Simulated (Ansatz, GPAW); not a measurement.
## SrO: programs and potentials compared

```
CELL_PARAMETERS angstrom
0.00000 2.56630 2.56630
2.56630 0.00000 2.56630
2.56630 2.56630 0.00000
ATOMIC_POSITIONS crystal
Sr 0.50000 0.50000 0.50000
O 0.00000 0.00000 0.00000
```

Alike in all runs: task single point; functional PBE; k mesh 9 × 9 × 9; occupations gaussian, width 0.016 eV; no spin polarisation; no spin-orbit coupling. Pressure is positive in compression and, in plane waves, holds the error of the finite cutoff, which Ansatz's Pulay term estimates and takes out.

| program and potentials | plane-wave cutoff (eV) | notes | pressure (GPa) |
| --- | --- | --- | --- |
| Ansatz, Ansatz PAW | 420 | Pulay term of +0.37 GPa included | 3.32 |
| Ansatz, all-electron LAPW, scalar-relativistic | - | - | ? |
| GPAW, GPAW PAW data sets (gpaw-data 1.2.1) | 800 | - | 3.83 |

Question: Estimate from the other rows what the run with Ansatz, all-electron LAPW, scalar-relativistic gave.

Answer: Pressure 3.33 GPa. The other rows, which needn't bracket it: pressure 3.32 to 3.83.
